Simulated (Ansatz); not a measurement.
# Thickness series of a Al/AlN/Au junction, part 6 of 6

Wanted: T(E), the conductance and its decay constant for Al/AlN/Au. The lower electrode is Al fcc(111), the upper one Au fcc(111); the barrier is AlN rock salt(111) (N and N faces). In the first transport cell, after relaxation, the nearest pair of electrode and barrier is Al–N at 1.79 Å, along the normal, at the lower face and Au–N at 2.45 Å, at a slant, at the upper one. All share a net of side 2.857 Å, which strains the lower electrode by +0.0 %, the upper one by -2.9 % and the barrier by -0.7 %, against typed lattice constants near PBE's. The first steps treat the bulk electrodes alone.

Ansatz 0.2.0; PBE DFT, plane waves, PAW files (the session's first sound run).

So far, transmission at the Fermi level (a spin, zone mean): step 5 (transmission over a wide range of energy) 0.0141; step 6 (21 atoms, atomic planes in the barrier 5, gap between the …) 0.132; step 7 (23 atoms, atomic planes in the barrier 7, gap between the …) 0.0433; step 9 (27 atoms, atomic planes in the barrier 11, gap between the …) 0.0112; step 10 (29 atoms, atomic planes in the barrier 13, gap between the …) 0.00409.

## Step 13: The same cell, other settings, 25 atoms

This step: PBE DFT, plane waves, PAW files; ballistic transmission by layer matching between semi-infinite leads; changed: output.transmission.leads = null (Ansatz 0.2.0).

System of this step: Al/AlN/Au. The cell holds 25 atoms: 12 Al, 5 N and 8 Au. Its edges and angles: a = 2.857 Å, b = 2.857 Å, c = 60.514 Å, α = 90.0°, β = 90.0°, γ = 120.0°. Regions: left electrode, 8 atoms (8 Al); barrier, 9 atoms (5 N and 4 Al); right electrode, 8 atoms (8 Au). Vacuum lies along c.

This run repeats an earlier one, its twin (the spectrum run, 9 atomic planes between the electrodes), with one setting changed (output.transmission.leads; files written aside). It is meant to test whether the program finds a usable lead, or takes the one named. Where the input is shown as a difference, that is against the step before, not the twin.

File input.yaml:

```yaml
crystal:
  lattice:
    - [2.857, 0.0, 0.0]
    - [-1.4285, 2.4742345786, 0.0]
    - [0.0, 0.0, 60.5135925938]
  atoms:
    - { symbol: Al, position: [0.66666667, 0.33333333, 0.1156764902] }
    - { symbol: Al, position: [0.0, 0.0, 0.1541384506] }
    - { symbol: Al, position: [0.33333333, 0.66666667, 0.1926004111] }
    - { symbol: Al, position: [0.66666667, 0.33333333, 0.2310623715] }
    - { symbol: Al, position: [0.0, 0.0, 0.269524332] }
    - { symbol: Al, position: [0.33333333, 0.66666667, 0.3079862925] }
    - { symbol: Al, position: [0.66666667, 0.33333333, 0.3464482529] }
    - { symbol: Al, position: [0.0, 0.0, 0.3843018277] }
    - { symbol: "N", position: [0.0, 0.0, 0.4138341689] }
    - { symbol: Al, position: [0.33333333, 0.66666667, 0.4304772932] }
    - { symbol: "N", position: [0.66666667, 0.33333333, 0.4513951161] }
    - { symbol: Al, position: [0.0, 0.0, 0.4701646275] }
    - { symbol: "N", position: [0.33333333, 0.66666667, 0.4901271995] }
    - { symbol: Al, position: [0.66666667, 0.33333333, 0.5092956327] }
    - { symbol: "N", position: [0.0, 0.0, 0.5287032459] }
    - { symbol: Al, position: [0.33333333, 0.66666667, 0.5488727958] }
    - { symbol: "N", position: [0.66666667, 0.33333333, 0.566106339] }
    - { symbol: Au, position: [0.0, 0.0, 0.5959958154] }
    - { symbol: Au, position: [0.33333333, 0.66666667, 0.6362386262] }
    - { symbol: Au, position: [0.66666667, 0.33333333, 0.6775861068] }
    - { symbol: Au, position: [0.0, 0.0, 0.7189335874] }
    - { symbol: Au, position: [0.33333333, 0.66666667, 0.760281068] }
    - { symbol: Au, position: [0.66666667, 0.33333333, 0.8016285486] }
    - { symbol: Au, position: [0.0, 0.0, 0.8429760292] }
    - { symbol: Au, position: [0.33333333, 0.66666667, 0.8843235098] }
kpoints:
  mp_grid: { grid: [12, 12, 1] }
scf:
  occupations: { method: fermi_dirac, width: 0.1 }
  max_iter: 150
hamiltonian:
  xc: pbe
output:
  transmission: { kmesh: [18, 18], e_range: [-3, 3], de: 0.1 }
  dos: { projected: true, e_range: [-6, 5], de: 0.05 }
  write_potential: true
  write_density: true
  volumetric_format: npy
```

Command:

```console
$ ansatz run input.yaml --threads 4 --pin off --max-ram 10240MiB --backend cpu --events-out ev --progress --plain --runs-dir out
```

Numbers of over 12 decimals in the logs are rounded to 6 here.

Output:

```text
[...]
Crystal: 25 atoms, lattice volume = 427.764 Å³
Basis set: ecut = 420 eV, 8399 PW (Γ)
Bands: 132, of which v1, the nominal top of the filled ones, is band 107 counted from 1 (106 counted from 0)
Symmetry: 6 space group operations
[...]
k-points: 19 of 144 (time reversal used)
[...]
SCF iter   1: F=—  HF=-113570.766916 eV  |F-HF|=—  |Δ(HF+E_count)|=         —  Δρ=5.99e-3  dr2=5.97e0  ethr=1.77e-3  ⟨swp⟩=8.5  Hψ=11347  notcnv=0  defer=119
[...]
SCF iter  10: F=-113570.639558 eV  HF=-113570.639558 eV  |F-HF|=1.09e-8  |Δ(HF+E_count)|=   2.41e-8  Δρ=1.34e-6  dr2=1.58e-8  ethr=4.69e-11  ⟨swp⟩=20.8  Hψ=10674  notcnv=0
SCF 1 converged in 10 iterations: F = -113570.639558 eV  dr2 = 1.58e-8
[...]
transmission: 481 of 4773 steps passed
transmission: 961 of 4773 steps passed
[...]
transmission: 4773 of 4773 steps passed
[...]
SCF converged after 10 iterations
Free energy (F): -113570.639558 eV
[...]
Internal energy: -113570.366072 eV  (E = F + TS)
E sigma→0 (E₀):  -113570.502815 eV
Entropy (-TS):   -0.273485 eV (-10.939 meV/atom)
Fermi energy:    9.871501 eV
[...]
--- Band table (eV; the first three rows and the last of 19) ---
  k-point 0: bands = [... 103 lower, 9.3318, 9.6738, 9.6738, 10.1825, 10.1825, 10.2299, 10.2299, 10.4617, ... 21 higher]
  k-point 1: bands = [... 103 lower, 9.3384, 9.5771, 9.7574, 9.8823, 10.0004, 10.1250, 10.1746, 10.6036, ... 21 higher]
  k-point 2: bands = [... 103 lower, 9.3208, 9.3836, 9.5573, 9.9367, 9.9991, 10.0416, 10.9702, 10.9987, ... 21 higher]
  k-point 18: bands = [... 103 lower, 8.6198, 8.8466, 9.2222, 9.7816, 9.8053, 10.4958, 10.7501, 11.3207, ... 21 higher]
--- Transmission ---
  basis      : 61 plane waves across, 86 finite elements along
  points     : 37, standing for a mesh of 18 x 18
[...]
channels       : 1.336420e0 a spin
[...]
slowest decay  : 0.1032 /Å at (0.3333, 0.3333)
[...]
channels       : 7.870370e-1 a spin
[...]
slowest decay  : 0.0223 /Å at (0.0556, 0.0556)
  junction   : crystal 0 to crystal 1, 14.45 to 44.06 Å
    transmission   : 1.408282e-2 a spin
[...]
junction   : crystal 0 to crystal 0, 14.45 to 72.63 Å
    transmission   : 9.208976e-12 a spin
[...]
junction   : crystal 1 to crystal 0, 46.56 to 72.63 Å
    transmission   : 6.914060e-11 a spin
[...]
junction   : crystal 1 to crystal 1, 46.56 to 104.57 Å
    transmission   : 6.891406e-12 a spin
[...]
```

It took 2.9 min on 4 threads of Arm Neoverse V1, shared host; peak memory 2 GiB; 11 min of CPU time.

This number moved little. The transmission at the Fermi level, both spins, is 0.0282 against 0.0282 in the twin: no change within 1 %, at 1.5 times the CPU time.

## Step 14: A check of the settings, 21 atoms

System of this step: Al/AlN/Au. The cell holds 21 atoms: 10 Al, 3 N and 8 Au. Its edges and angles: a = 2.857 Å, b = 2.857 Å, c = 55.778 Å, α = 90.0°, β = 90.0°, γ = 120.0°. Regions: left electrode, 8 atoms (8 Al); barrier, 5 atoms (3 N and 2 Al); right electrode, 8 atoms (8 Au). Vacuum lies along c.

It is meant to test whether the program finds a usable lead, or takes the one named. Where the input is shown as a difference, that is against the step before, not the twin.

File input.yaml:

```yaml
crystal:
  lattice:
    - [2.857, 0.0, 0.0]
    - [-1.4285, 2.4742345786, 0.0]
    - [0.0, 0.0, 55.77767718]
  atoms:
    - { symbol: Al, position: [0.66666667, 0.33333333, 0.1254982343] }
    - { symbol: Al, position: [0.0, 0.0, 0.1672258846] }
    - { symbol: Al, position: [0.33333333, 0.66666667, 0.2089535348] }
    - { symbol: Al, position: [0.66666667, 0.33333333, 0.2506811851] }
    - { symbol: Al, position: [0.0, 0.0, 0.2924088353] }
    - { symbol: Al, position: [0.33333333, 0.66666667, 0.3341364856] }
    - { symbol: Al, position: [0.66666667, 0.33333333, 0.3758641358] }
    - { symbol: Al, position: [0.0, 0.0, 0.4169317442] }
    - { symbol: "N", position: [0.0, 0.0, 0.448971588] }
    - { symbol: Al, position: [0.33333333, 0.66666667, 0.4670278301] }
    - { symbol: "N", position: [0.66666667, 0.33333333, 0.4897217227] }
    - { symbol: Al, position: [0.0, 0.0, 0.5105689368] }
    - { symbol: "N", position: [0.33333333, 0.66666667, 0.5292657286] }
    - { symbol: Au, position: [0.66666667, 0.33333333, 0.5616930308] }
    - { symbol: Au, position: [0.0, 0.0, 0.6053527381] }
    - { symbol: Au, position: [0.33333333, 0.66666667, 0.6502109093] }
    - { symbol: Au, position: [0.66666667, 0.33333333, 0.6950690806] }
    - { symbol: Au, position: [0.0, 0.0, 0.7399272519] }
    - { symbol: Au, position: [0.33333333, 0.66666667, 0.7847854231] }
    - { symbol: Au, position: [0.66666667, 0.33333333, 0.8296435944] }
    - { symbol: Au, position: [0.0, 0.0, 0.8745017657] }
kpoints:
  mp_grid: { grid: [12, 12, 1] }
scf:
  occupations: { method: fermi_dirac, width: 0.1 }
  max_iter: 150
hamiltonian:
  xc: pbe
output:
  transmission: { kmesh: [30, 30], e_range: [-0.26, 0.27], de: 0.0375 }
```

Output:

```text
[...]
Crystal: 21 atoms, lattice volume = 394.286 Å³
Basis set: ecut = 420 eV, 7735 PW (Γ)
Bands: 120, of which v1, the nominal top of the filled ones, is band 99 counted from 1 (98 counted from 0)
Symmetry: 6 space group operations
[...]
k-points: 19 of 144 (time reversal used)
[...]
SCF iter   1: F=—  HF=-111722.934598 eV  |F-HF|=—  |Δ(HF+E_count)|=         —  Δρ=6.11e-3  dr2=5.05e0  ethr=1.77e-3  ⟨swp⟩=7.7  Hψ=9702  notcnv=0  defer=69
[...]
SCF iter   9: F=-111722.820404 eV  HF=-111722.820404 eV  |F-HF|=5.47e-8  |Δ(HF+E_count)|=   3.19e-8  Δρ=2.99e-6  dr2=7.16e-8  ethr=5.08e-11  ⟨swp⟩=16.1  Hψ=9100  notcnv=0
SCF 1 converged in 9 iterations: F = -111722.820404 eV  dr2 = 7.16e-8
[...]
transmission: 967 of 9646 steps passed
transmission: 1930 of 9646 steps passed
[...]
transmission: 9646 of 9646 steps passed
SCF converged after 9 iterations
Free energy (F): -111722.820404 eV
[...]
Internal energy: -111722.551385 eV  (E = F + TS)
E sigma→0 (E₀):  -111722.685895 eV
Entropy (-TS):   -0.269018 eV (-12.810 meV/atom)
Fermi energy:    9.773222 eV
[...]
--- Band table (eV; the first three rows and the last of 19) ---
  k-point 0: bands = [... 95 lower, 9.1578, 9.1578, 9.1920, 9.9136, 9.9136, 10.2125, 10.2125, 10.3457, ... 17 higher]
  k-point 1: bands = [... 95 lower, 8.9970, 9.0242, 9.6227, 9.7917, 9.8366, 9.8574, 10.1693, 10.5092, ... 17 higher]
  k-point 2: bands = [... 95 lower, 8.6996, 9.2035, 9.4567, 9.6282, 9.9365, 10.0426, 10.8595, 10.9204, ... 17 higher]
  k-point 18: bands = [... 95 lower, 8.5203, 8.8672, 9.1188, 9.5972, 9.8165, 10.3962, 10.6505, 11.2221, ... 17 higher]
--- Transmission ---
  basis      : 61 plane waves across, 74 finite elements along
  points     : 91, standing for a mesh of 30 x 30
[...]
filled         : 59.1 meV under the level at which it is neutral
    channels       : 1.341111e0 a spin
[...]
slowest decay  : 0.0524 /Å at (0.3333, 0.3000)
[...]
filled         : 36.7 meV over the level at which it is neutral
    channels       : 7.700000e-1 a spin
[...]
slowest decay  : 0.0552 /Å at (0.0667, 0.0333)
  junction   : crystal 0 to crystal 1, 14.45 to 39.32 Å
    transmission   : 1.315898e-1 a spin
[...]
resistance     : 5.9369e-3 Ω µm² beyond half of each lead's own
  junction   : crystal 0 to crystal 0, 14.45 to 67.90 Å
    transmission   : 4.603181e-10 a spin
[...]
junction   : crystal 1 to crystal 0, 41.82 to 67.90 Å
    transmission   : 7.378815e-11 a spin
[...]
resistance     : 1.2557e7 Ω µm² beyond half of each lead's own
  junction   : crystal 1 to crystal 1, 41.82 to 95.10 Å
    transmission   : 2.822099e-11 a spin
[...]
resistance     : 2.7634e7 Ω µm² beyond half of each lead's own
```

The job ended after 3.7 min (4 threads; peak memory 1.5 GiB).

This number moved little. The conductance is 1.5e14 S/m² against 1.5e14 S/m² in the twin: no change within 1 %, at 2.4 times the CPU time.

Side by side:

```tsv
quantity	this run	sound run	difference
junction conductance (S/m²)	1.453e14	1.453e14	-1.0e10
resistance-area product beyond the leads (Ω um²)	0.0059369	0.0059364	5.0e-7
```

## Step 15: Summary of results

| Item | Value |
| --- | --- |
| 1/G at 8.07 Å gap | 0.00688 Ω um² |
| 1/G at 17.6 Å gap | 0.239 Ω um² |
| decay constant β | 0.37 Å⁻¹ |

In words: A fit of ln G against d gives β = 0.37 Å⁻¹, and step by step the slopes are 0.44, 0.34, 0.33 and 0.39 Å⁻¹. They differ by more than a fifth, so the fit is an average; how much of this is a real bend and how much error of the runs wasn't traced. At the Fermi level the layers of the barrier in the wide-window run (9 planes) hold from 0.011 to 1.4 states an eV and atom. The program's largest error estimate on these conductances is 36 %, from the leads' distance from neutrality, in the run that gave 4.2e12 S/m². No spin-orbit coupling, phonons, disorder or image charges enter; the interfaces are ordered, one cell wide and lattice-matched by strain. Semilocal gaps are too small, which can bring a band edge of the barrier nearer to the Fermi level than it is.

[Logs are printed without paths, hosts, clocks, repeated set-up lines and the standing remarks that a program may print on its own settings, such as how far it seeks lower states.]

[Hosts, paths, dates, database ids (printed as entryN), source tags and the programs' standing remarks are cut or masked in the printed files.]
